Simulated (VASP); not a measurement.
A run of VASP 6.6.1:

INCAR

```
PREC = Accurate
ENCUT = 520
EDIFF = 1E-7
ISMEAR = 1
SIGMA = 0.15
LREAL = False
LASPH = True
NELM = 100
ALGO = Fast
ISIF = 2
LWAVE = False
LCHARG = False
GGA = PS
NBANDS = 24
```

The input KPOINTS:

```
Automatic mesh
0
Gamma
  3 3 3
```

Contents of POSCAR:

```
LaB6
1.0
    4.1570000000      0.0000000000      0.0000000000
    0.0000000000      4.1570000000      0.0000000000
    0.0000000000      0.0000000000      4.1570000000
La B
1 6
Direct
    0.0000000000      0.0000000000      0.0000000000
    0.2004482618      0.5000000000      0.5000000000
    0.5000000000      0.2004482618      0.5000000000
    0.7995517382      0.5000000000      0.5000000000
    0.5000000000      0.7995517382      0.5000000000
    0.5000000000      0.5000000000      0.2004482618
    0.5000000000      0.5000000000      0.7995517382
```

Potentials or basis: VASP PAW PBE potentials, release 64 (La, B).

Run with:

```bash
$ cat potpaw_PBE.64/La/POTCAR potpaw_PBE.64/B/POTCAR > POTCAR
$ mpirun -np 1 vasp_std > vasp.out
```

Hardware: 1 thread of Intel(R) Xeon(R) Platinum 8259CL CPU @ 2.50GHz (Skylake/Cascade Lake), with other jobs on the host.

Question: How long does it take, and how much memory?

Answer: It took 78 s on 1 thread of Intel(R) Xeon(R) Platinum 8259CL CPU @ 2.50GHz (Skylake/Cascade Lake) (shared host), peak memory 0.18 GiB. Counts: scf iterations 62, k points 4.
